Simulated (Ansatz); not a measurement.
TiAl3 in Ansatz: the effect of functional

Crystal: TiAl3.

```
Ti Al
1.0
    -1.92376    1.92376    4.30902
     1.92376   -1.92376    4.30902
     1.92376    1.92376   -4.30902
Ti Al
1 3
Direct
  0.00000 0.00000 0.00000
  0.25000 0.75000 0.50000
  0.75000 0.25000 0.50000
  0.50000 0.50000 0.00000
```

The cell comes from a database or a generator and needn't be the stable form of this composition.

The cell isn't the ideal one: volume scaled by 1.02.

Alike in all runs:

* Program: Ansatz 0.2.0
* Task: single point
* Potentials or basis: Ansatz PAW
* k mesh: 10 × 10 × 10
* Occupations: fermi-dirac, width 0.05 eV
* Spin: no spin polarisation

Problem. One run gave: pressure -5.4 GPa. Which functional did it use?
A. LDA
B. PBE
C. r2SCAN

Solution. A.

| functional | cutoff | pressure (GPa) |
| --- | --- | --- |
| LDA | 420 eV (not typed: the program's choice for these potentials) | -5.4 |
| r2SCAN | 500 eV (not typed: the program's choice for these potentials) | -2.1 |
| PBE | 420 eV (not typed: the program's choice for these potentials) | -0.1 |

Caveats: the PAW data sets come from PBE, with cores solved anew for the run's functional, which leaves a small shift of forces and pressure (some runs).
